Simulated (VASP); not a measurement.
# Cs (P6_3/mmc) in VASP: a series of runs, part 2 of 2

VASP 6.6.1. Earlier steps stand in the parts before.

**3. Single point, PBEsol**

INCAR reads:

```
SYSTEM = Cs
  ALGO = Normal
  EDIFF = 1E-6
  ENCUT = 520
  GGA = PS
  ISIF = 2
  ISMEAR = -1
  LASPH = .True.
  LCHARG = .False.
  LREAL = .False.
  LWAVE = .False.
  NBANDS = 16
  NELM = 100
  PREC = Accurate
  SIGMA = 0.1
```

KPOINTS reads:

```
k-points
0
Gamma
  8 8 4
  0 0 0
```

POSCAR reads:

```
Cs
1.0
    5.3854752340      0.0000000000      0.0000000000
   -2.6927376170      4.6639583641      0.0000000000
    0.0000000000      0.0000000000      8.7944810571
Cs
2
Direct
    0.3333333333      0.6666666667      0.2500000000
    0.6666666667      0.3333333333      0.7500000000
```

Potentials or basis: VASP PAW PBE potentials, release 64 (Cs_sv).

Command:

```console
$ cat potpaw_PBE.64/Cs_sv/POTCAR > POTCAR
$ mpirun -np 1 vasp_std > vasp.out
```

OUTCAR:

```text
SYSTEM = Cs
   EDIFF = 1E-6
   ENCUT = 520
   GGA = PS
   ISIF = 2
   ISMEAR = -1
   LASPH = .True.
   LREAL = .False.
   NELM = 100
   PREC = Accurate

 ion  position               nearest neighbor table
   1  0.333  0.667  0.250-
   2  0.667  0.333  0.750-

  LATTYP: Found a hexagonal cell.
 ALAT       =     5.3854752340
 C/A-ratio  =     1.6330000000

  Lattice vectors:

 A1 = (   5.3854752340,   0.0000000000,   0.0000000000)
 A2 = (  -2.6927376170,   4.6639583641,   0.0000000000)
 A3 = (   0.0000000000,   0.0000000000,   8.7944810571)

Analysis of symmetry for initial positions (statically):
=====================================================================
 Subroutine PRICEL returns:
 Original cell was already a primitive cell.

 Routine SETGRP: Setting up the symmetry group for a
 hexagonal supercell.

 Subroutine GETGRP returns: Found 24 space group operations
 (whereof 12 operations were pure point group operations)
 out of a pool of 24 trial point group operations.

The static configuration has the point symmetry D_3d.
 The point group associated with its full space group is D_6h.

Analysis of symmetry for dynamics (positions and initial velocities):
=====================================================================
 Subroutine PRICEL returns:
 Original cell was already a primitive cell.

 Routine SETGRP: Setting up the symmetry group for a
 hexagonal supercell.

 Subroutine GETGRP returns: Found 24 space group operations
 (whereof 12 operations were pure point group operations)
 out of a pool of 24 trial point group operations.

The dynamic configuration has the point symmetry D_3d.
 The point group associated with its full space group is D_6h.

 Subroutine INISYM returns: Found 24 space group operations
 (whereof 12 operations are pure point group operations),
 and found     1 'primitive' translations

----------------------------------------------------------------------------------------

                                     Primitive cell

  volume of cell :     220.8965

  direct lattice vectors                    reciprocal lattice vectors
     5.385475234  0.000000000  0.000000000     0.185684634  0.107205074  0.000000000
    -2.692737617  4.663958364  0.000000000     0.000000000  0.214410147  0.000000000
     0.000000000  0.000000000  8.794481057     0.000000000  0.000000000  0.113707676

  length of vectors
     5.385475234  5.385475234  8.794481057     0.214410147  0.214410147  0.113707676

  position of ions in fractional coordinates (direct lattice)
     0.333333333  0.666666667  0.250000000
     0.666666667  0.333333333  0.750000000

  ion indices of the primitive-cell ions
   primitive index   ion index
                 1           1
                 2           2

----------------------------------------------------------------------------------------

 KPOINTS: k-points

Automatic generation of k-mesh.
 Grid dimensions read from file:
 generate k-points for:    8    8    4

 Generating k-lattice:

  Cartesian coordinates                     Fractional coordinates (reciprocal lattice)
     0.023210579  0.013400634  0.000000000     0.125000000  0.000000000  0.000000000
     0.000000000  0.026801268  0.000000000     0.000000000  0.125000000  0.000000000
     0.000000000  0.000000000  0.028426919     0.000000000  0.000000000  0.250000000

  Length of vectors
     0.026801268  0.026801268  0.028426919

  Shift w.r.t. Gamma in fractional coordinates (k-lattice)
     0.000000000  0.000000000  0.000000000

 Subroutine IBZKPT returns following result:
 ===========================================

 Found     30 irreducible k-points:

 Following reciprocal coordinates:
            Coordinates               Weight
  0.000000  0.000000  0.000000      1.000000
  0.125000 -0.000000  0.000000      6.000000
  0.250000 -0.000000  0.000000      6.000000
  0.375000 -0.000000  0.000000      6.000000
  0.500000 -0.000000  0.000000      3.000000
  0.125000  0.125000  0.000000      6.000000
[... 16 lines left out ...]
  0.250000 -0.000000  0.500000      6.000000
  0.375000 -0.000000  0.500000      6.000000
 [... further k-points ...]
   k-points           NKPTS =     30   k-points in BZ     NKDIM =     30   number of bands    NBANDS=     16
   number of dos      NEDOS =    301   number of ions     NIONS =      2
   total plane-waves  NPLWV = 112000
   dimension x,y,z NGX =    40 NGY =   40 NGZ =   70
   dimension x,y,z NGXF=    80 NGYF=   80 NGZF=  140
   ions per type =               2
   NGX,Y,Z   is equivalent  to a cutoff of  12.35, 12.35, 13.23 a.u.
   NGXF,Y,Z  is equivalent  to a cutoff of  24.70, 24.70, 26.46 a.u.
 SYSTEM =  Cs
   PREC   = accura    normal or accurate (medium, high low for compatibility)
   ISTART =      0    job   : 0-new  1-cont  2-samecut
   ICHARG =      2    charge: 1-file 2-atom 10-const
   ISPIN  =      1    spin polarized calculation?
   LNONCOLLINEAR =      F non collinear calculations
   LSORBIT =      F    spin-orbit coupling
   LASPH  =      T    aspherical Exc in radial PAW
   ENCUT  =  520.0 eV  38.22 Ry    6.18 a.u.  10.01 10.01 16.35*2*pi/ulx,y,z
   NELM   =    100;   NELMIN=  2; NELMDL= -5     # of ELM steps
   EDIFF  = 0.1E-05   stopping-criterion for ELM
   LREAL  =      F    real-space projection
   EDIFFG = 0.1E-04   stopping-criterion for IOM
   NSW    =      0    number of steps for IOM
   IBRION =     -1    ionic relax: 0-MD 1-quasi-New 2-CG
   NFREE  =      0    steps in history (QN), initial steepest desc. (CG)
   ISIF   =      2    stress and relaxation
   ISYM   =      2    0-nonsym 1-usesym 2-fastsym
   POTIM  = 0.5000    time-step for ionic-motion
   TEBEG  =    0.0;   TEEND  =   0.0 temperature during run
   PSTRESS=    0.0 pullay stress
   NELECT =      18.0000    total number of electrons
   NUPDOWN=      -1.0000    fix difference up-down
   EMIN   =  10.00;   EMAX   =-10.00  energy-range for DOS
   EFERMI =   0.00;   METHOD = LEGACY
   ISMEAR =    -1;   SIGMA  =   0.10  broadening in eV -4-tet -1-fermi 0-gaus
   EFERMI_NEDOS =   21; number of points for ismear=-14 and -15
   IALGO  =     38    algorithm
   IMIX   =      4    mixing-type and parameters
     AMIX     =   0.40;   BMIX     =  1.00
     AMIX_MAG =   1.60;   BMIX_MAG =  1.00
  volume/ion in A,a.u.               =     110.45       745.34
  Fermi-wavevector in a.u.,A,eV,Ry     =   0.709746  1.341225  6.853782  0.503739
  Thomas-Fermi vector in A             =   1.796409
   LORBIT       =      0    0 simple, 1 ext, 2 COOP (PROOUT), +10 PAW based schemes
   GGA     = PS    functional components
   LHFCALC =     F    Hartree Fock is set to
   AEXX    =    0.0000 exact exchange contribution
   IVDW    =     0    specifies the selected vdW correction
   LEPSILON=     F    determine dielectric tensor
   LRPA    =     F    only Hartree local field effects (RPA)
 non-spin polarized calculation
  energy-cutoff  :      520.00
  volume of cell :      220.90
 maximum number of plane-waves:      5976
   NGX = 21   NGY = 21   NGZ = 33

 number of electron      18.0000001 magnetization

 Free energy of the ion-electron system (eV)
  ---------------------------------------------------
  ext. energy  EPLUGINS =         0.00000000
  ---------------------------------------------------
  free energy    TOTEN  =        -1.92547916 eV

  energy without entropy =       -1.84347258  energy(sigma->0) =       -1.88447587

 E-fermi :   0.4584     XC(G=0):  -5.5814

 val. band max:        0.4509341968   @ k =   0.5000  -0.0000   0.0000
 cond. band min:       0.4877950588   @ k =   0.2500  -0.0000   0.2500
 fundamental gap:      0.0368608620
 Fermi energy:         0.4584182834

 k-point     1 :       0.0000    0.0000    0.0000
  band No.  band energies     occupation
      1     -23.3425      2.00000
      2     -23.3351      2.00000
      3     -10.2142      2.00000
      4     -10.0788      2.00000
      5     -10.0788      2.00000
      6     -10.0574      2.00000
[... 8 lines left out ...]
     15       3.2192      0.00000
     16       3.2192      0.00000
[... 419 lines left out ...]
 k-point    24 :       0.3750   -0.0000    0.5000
  band No.  band energies     occupation
      1     -23.3346      2.00000
      2     -23.3346      2.00000
      3     -10.1928      2.00000
      4     -10.1928      2.00000
      5     -10.0992      2.00000
      6     -10.0992      2.00000
[... 8 lines left out ...]
     15       3.3435      0.00000
     16       3.3435      0.00000

 [... further k-points ...]

------------------------ aborting loop because EDIFF is reached ----------------------------------------

  FORCE on cell =-STRESS in cart. coord.  units (eV):
  Direction    XX          YY          ZZ          XY          YZ          ZX
  --------------------------------------------------------------------------------------
  -------------------------------------------------------------------------------------
  Total       -0.0352489     -0.0352489     -0.0573578     -0.0000000      0.0000000      0.0000000
  in kB       -0.2556625     -0.2556625     -0.4160199     -0.0000000      0.0000000      0.0000000
  external PRESSURE =      -0.3091150 kB  Pullay stress =       0.0000000 kB

 VOLUME and BASIS-vectors are now :
 -----------------------------------------------------------------------------
  energy-cutoff  :      520.00
  volume of cell :      220.90
      direct lattice vectors                 reciprocal lattice vectors
     5.385475234  0.000000000  0.000000000     0.185684634  0.107205074  0.000000000
    -2.692737617  4.663958364  0.000000000     0.000000000  0.214410147  0.000000000
     0.000000000  0.000000000  8.794481057     0.000000000  0.000000000  0.113707676

 POSITION                                       TOTAL-FORCE (eV/Angst)
 -----------------------------------------------------------------------------------
     -0.00000      3.10931      2.19862        -0.000000     -0.000000      0.000000
      2.69274      1.55465      6.59586         0.000000      0.000000      0.000000
 -----------------------------------------------------------------------------------
    total drift:                                0.000000     -0.000000      0.000000

  FREE ENERGIE OF THE ION-ELECTRON SYSTEM (eV)
  ---------------------------------------------------
  free  energy   TOTEN  =        -1.9254791583 eV

  energy  without entropy=       -1.8434725809  energy(sigma->0) =       -1.88447587
```

stdout:

```text
POSCAR found type information on POSCAR Cs
 POSCAR found :  1 types and       2 ions
 scaLAPACK will be used
 -----------------------------------------------------------------------------
|                                                                             |
|                                                                             |
|     You enforced a specific xc type in the INCAR file but a different       |
|     I HOPE YOU KNOW WHAT YOU ARE DOING!                                     |
|                                                                             |
 -----------------------------------------------------------------------------

 LDA part: xc-table for (Slater+PW92), standard interpolation
 POSCAR, INCAR and KPOINTS ok, starting setup
 FFT: planning ... GRIDC
 FFT: planning ... GRID_SOFT
 FFT: planning ... GRID
 WAVECAR not read
 entering main loop
```

Run time: 36 s. Hardware: 1 thread of Intel Xeon 6975P-C (Granite Rapids), shared host; peak memory 0.35 GiB.

Results:

| Property | Result |
| --- | --- |
| Free energy | -1.9255 eV |
| Pressure | 0.0 GPa |
| Band gap on the k mesh | none (metal or under the smearing width) |

Caveat: the PAW data sets were made with another functional, which shifts forces and pressure a little. The run has no spin-orbit coupling, so splittings on Cs are missing.

**4. Single point, PBEsol**

This run uses another cell than the first one, of 119.28 Å³/atom, 1.080 times its volume.

INCAR reads:

```
ALGO = Normal
EDIFF = 1E-6
ENCUT = 520
GGA = PS
ISIF = 2
ISMEAR = -1
LASPH = True
LCHARG = False
LREAL = False
LWAVE = False
NBANDS = 16
NELM = 60
PREC = Accurate
SIGMA = 0.1
```

KPOINTS reads:

```
k-points
0
Gamma
  8 8 4
```

POSCAR reads:

```
Cs
1.0
    5.5254198669      0.0000000000      0.0000000000
   -2.7627099335      4.7851539713      0.0000000000
    0.0000000000      0.0000000000      9.0230106427
Cs
2
Direct
    0.3333333333      0.6666666667      0.2500000000
    0.6666666667      0.3333333333      0.7500000000
```

Command:

```console
$ cat potpaw_PBE.64/Cs_sv/POTCAR > POTCAR
$ mpirun -np 1 vasp_std > vasp.out
```

Wall time 41 s (1 thread of Intel Xeon 6975P-C (Granite Rapids), shared host); peak memory 0.36 GiB.

The run converged. Its results:

```yaml
Free_energy: -1.9154 eV
Pressure: -0.2 GPa
Band_gap_on_the_k_mesh: none (metal or under the smearing width)
```

Levels at points of the mesh, in eV from the Fermi level:
```csv
k point,band 7,band 8,band 9,band 10,band 11,band 12
"(0.00, 0.00, 0.00)",-10.57,-10.57,-1.63,-0.01,0.75,2.39
"(0.50, 0.00, 0.00)",-10.60,-10.59,0.00,0.35,0.82,1.00
"(0.00, 0.00, 0.50)",-10.58,-10.58,-1.04,-1.04,1.65,1.65
"(0.50, 0.00, 0.50)",-10.60,-10.60,0.20,0.20,0.90,0.90
```

Caveat: the PAW data sets were made with another functional, which shifts forces and pressure a little. Spin-orbit coupling is left out, which matters for the levels of Cs.

**5. Summary**

| cell | k mesh | gap on the mesh (eV) | pressure (GPa) |
| --- | --- | --- | --- |
| P6_3/mmc, 110.45 Å³/atom | 11 × 11 × 6 | none | 0.0 |
| P6_3/mmc, 110.45 Å³/atom | 8 × 8 × 4 | none | 0.0 |
| P6_3/mmc, 119.28 Å³/atom | 8 × 8 × 4 | none | -0.2 |

Alike in all rows: task single point; level PBEsol; potentials or basis VASP PAW PBE potentials, release 64 (Cs_sv); no spin polarisation; cutoff (eV) 520; smearing fermi-dirac 0.1 eV.

Every run on the cell as given and a fine mesh finds a metal.

Caveats: the PAW data sets were made with another functional, which shifts forces and pressure a little.

Absolute energies hang on the potentials; compare differences alone.
